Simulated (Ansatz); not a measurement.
## ZrC: distorted cells

Level of theory: DFT PBE, scalar-relativistic, plane waves, PAW in Ansatz 0.2.0.

Cutoff 420 eV; k points 16×16×16 on the computed 2-atom cell (Γ-centred); Gaussian smearing, width 0.10 eV; no spin polarisation.

Reference cell:

```
Zr C
1.0
     0.00000    2.35021    2.35021
     2.35021    0.00000    2.35021
     2.35021    2.35021    0.00000
Zr C
1 1
Direct
  0.50000 0.50000 0.50000
  0.00000 0.00000 0.00000
```

Each variant moves atoms of this cell by the vectors given, if any (Å), and then applies a symmetric strain (tensor components, Cartesian axes). The reference cell isn't relaxed at this level. Energies are per atom at zero smearing, counted from the reference cell. Pressure is positive in compression.

1. strain (xx yy zz yz xz xy, %) -1.17 -1.17 -1.17 0.00 0.00 0.00
2. strain (xx yy zz yz xz xy, %) -3.37 -3.37 -3.37 0.00 0.00 0.00
3. strain (xx yy zz yz xz xy, %) 0.16 0.16 0.16 0.00 0.00 0.00
4. strain (xx yy zz yz xz xy, %) 3.05 3.05 3.05 0.00 0.00 0.00
5. strain (xx yy zz yz xz xy, %) -3.13 -3.13 -3.13 0.00 0.00 0.00
6. strain (xx yy zz yz xz xy, %) 0.81 0.81 0.81 0.00 0.00 0.00
7. strain (xx yy zz yz xz xy, %) 1.21 1.21 1.21 0.00 0.00 0.00
8. strain (xx yy zz yz xz xy, %) -1.37 -1.37 -1.37 0.00 0.00 0.00
9. strain (xx yy zz yz xz xy, %) -3.96 -3.96 -3.96 0.00 0.00 0.00
10. strain (xx yy zz yz xz xy, %) 4.92 4.92 4.92 0.00 0.00 0.00
11. strain (xx yy zz yz xz xy, %) 0.47 0.47 0.47 0.00 0.00 0.00

The reference cell has pressure 1.17 GPa, largest force 0.000 eV/Å and no gap (metal).

```tsv
variant	ΔE (meV/atom)	P (GPa)	space group
1	15.1	9.80	Fm-3m
2	113.6	29.90	Fm-3m
3	-0.2	0.12	Fm-3m
4	61.3	-15.85	Fm-3m
5	97.6	27.37	Fm-3m
6	2.9	-4.03	Fm-3m
7	8.3	-6.47	Fm-3m
8	19.9	11.34	Fm-3m
9	157.1	36.22	Fm-3m
10	158.2	-23.20	Fm-3m
11	0.5	-1.91	Fm-3m
```